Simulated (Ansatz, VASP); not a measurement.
# Two plane-wave programs on InAs

```
In As
1.0
     0.00000    2.83565    2.83565
     2.83565    0.00000    2.83565
     2.83565    2.83565    0.00000
In As
1 1
Cartesian
  0.0000 0.0000 0.0000
  1.4178 1.4178 1.4178
```

Alike in both runs: task single point; functional r2SCAN; k mesh 14 × 14 × 14; occupations gaussian, width 0.05 eV; no spin polarisation.

|  | VASP | Ansatz |
| --- | --- | --- |
| version | VASP 6.6.1 | Ansatz 0.2.0 |
| potentials or method | VASP PAW PBE potentials, release 64 (In_d, As) | scalar-relativistic, plane waves, PAW |
| plane-wave cutoff (eV) | 520 | 500 |
| valence electrons in the cell | 18 | 28 |

|  | VASP | Ansatz | Ansatz less VASP |
| --- | --- | --- | --- |
| gap on the k mesh at the Fermi level (eV) | 1.31 | 1.29 | -0.012 |
| least direct gap on the mesh (eV) | 1.31 | 1.29 | -0.012 |
| pressure (GPa) | 21.6 | 21.5 | -0.07 |

The two sets of potentials don't hold the same shells in valence.

Caveats: so large a pressure means that the cell lies far from this level's equilibrium, or that cutoff or potentials fall short (VASP); the potentials were made for another functional, which shifts forces and pressure (VASP); spin-orbit coupling is left out, which moves the levels of the heavy elements. r2SCAN opens gaps a little over a GGA but as a rule still falls short of measured ones. A k mesh can miss the band edges.
